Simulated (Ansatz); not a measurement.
C in Ansatz: convergence with ecutrho ratio

Input of the first run (ecutrho ratio 4); the others differ in this setting and in those tied to it:

File input.yaml:

```yaml
crystal:
  lattice:
    - [4.25517, 0.0, 0.0]
    - [0.0, 4.25517, 0.0]
    - [0.0, 0.0, 1.28229]
  atoms:
    - { symbol: C, position: [0.5, 0.5, 0.5] }
hamiltonian:
  xc: hse06
  pseudopotentials: { kind: paw, source: jth }
kpoints:
  mp_grid: { grid: [3, 3, 10] }
scf:
  occupations: { method: fermi_dirac, width: 0.1 }
output:
  forces: true
  stress: true
  eigenvalues: true
basis:
  ecutrho_ratio: 4
```

Potentials or basis: JTH PAW.

Launch:

```sh
$ ansatz run input.yaml --threads 2 --pin off --max-ram 5632MiB --backend cpu --events-out ev --progress --plain --runs-dir out
```

The cell was built by a generator and needn't be a form met in nature.

Hardware: 2 threads of Arm Neoverse V2 (shared host).

| ecutrho ratio | energy less the tightest run, at zero smearing (meV/atom) | SCF cycles | CPU time (s) | peak memory (GiB) |
| --- | --- | --- | --- | --- |
| 4 | 0.40 | 13 | 15 | 0.4 |
| 5 | 0.18 | 14 | 15 | 0.41 |
| 6 | 0.07 | 14 | 15 | 0.41 |
| 8 | 0.02 | 14 | 16 | 0.43 |
| 10 | 0.01 | 14 | 16 | 0.45 |
| 12 | 0.00 | 14 | 17 | 0.49 |

Against the tightest run, the energy stays within 1 meV/atom from 4 on. The tightest run that finished is the yardstick and may itself not be fully converged.

Caveat, for the tightest run too: the k mesh is coarse (spacing up to 0.49 Å⁻¹), so the values aren't converged, least of all with exact exchange; odd divisions of the mesh miss points on the zone boundary, where band edges often lie, so the gap on the mesh can be too wide.
